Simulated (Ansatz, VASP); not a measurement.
Si in VASP and in Ansatz

```
Si
1.0
     0.00000    2.70083    2.70083
     2.70083    0.00000    2.70083
     2.70083    2.70083    0.00000
Si
2
Direct
  0.50000 0.50000 0.50000
  0.75000 0.75000 0.75000
```

Alike in both runs: functional LDA; k mesh 8 × 8 × 8; occupations gaussian, width 0.02 eV; no spin polarisation.

Ansatz relaxed the structure, and its values are those at the end. VASP's run is a single point on that final structure, the one shown.

|  | VASP | Ansatz |
| --- | --- | --- |
| version | VASP 6.6.1 | Ansatz 0.2.0 |
| potentials or method | VASP PAW LDA potentials, release 64 (Si) | scalar-relativistic, plane waves, PAW |
| plane-wave cutoff (eV) | 520 | 420 |
| valence electrons in the cell | 8 | 8 |

Ansatz gave:

```
gap on the k mesh at the Fermi level (eV) : 0.49
least direct gap on the mesh (eV)         : 2.53
pressure (GPa)                            : 0.0
```

Question: What did VASP give for the same quantities?

Answer: gap on the k mesh at the Fermi level (eV): 0.49; least direct gap on the mesh (eV): 2.53; pressure (GPa): 0.1.

Ansatz warned: «pseudo_functional_mismatch».
